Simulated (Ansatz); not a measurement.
# Be: the cost of one run

Computed with Ansatz 0.2.0 (DFT PBE, scalar-relativistic, plane waves, PAW, unless a step's input says otherwise).

This is Be in the bcc structure; at room conditions it is hcp.

1 further run of the same task is left out (it didn't finish).

## Step 1: The system as given

Symmetry: Im-3m, No. 229, cubic system. Conventional cell: a = 2.506 Å, b = 2.506 Å, c = 2.506 Å, α = 90.00°, β = 90.00°, γ = 90.00°. Be (site symmetry m-3m) has 8 Be at 2.17 Å as nearest neighbours.

Structure file:

```
Be
1.0
    -1.25312    1.25312    1.25312
     1.25312   -1.25312    1.25312
     1.25312    1.25312   -1.25312
Be
1
Direct
  0.00000 0.00000 0.00000
```

Source of the structure: the Materials Project (structure only).

(A quick probe on a coarse mesh, which set the mesh and smearing, is not shown.)

## Step 3: Full relaxation

Input file input.yaml:

```yaml
crystal:
  lattice:
    - [-1.2531209513, 1.2531209513, 1.2531209513]
    - [1.2531209513, -1.2531209513, 1.2531209513]
    - [1.2531209513, 1.2531209513, -1.2531209513]
  atoms:
    - { symbol: Be, position: [0.0, 0.0, 0.0] }
basis:
  ecutwfc: 420
kpoints:
  mp_grid: { grid: [24, 24, 24] }
hamiltonian:
  xc: pbe
scf:
  occupations: { method: gaussian, width: 0.1 }
output:
  forces: true
  stress: true
  eigenvalues: true
  write_density: true
  write_potential: true
  elf: true
  volumetric_format: npy
relax:
  adjacent_minimum: "off"
  f_tol: 0.005
  max_steps: 80
  cell: { stress_tol: 0.05 }
```

Command:

```bash
$ ansatz run input.yaml --threads 1 --pin off --max-ram 2560MiB --backend cpu --events-out ev --progress --plain --runs-dir out
```

Q: Estimate wall time and peak memory on 1 thread of Arm Neoverse V2, shared host.

About 6.2 s, with a peak of 0.28 GiB.
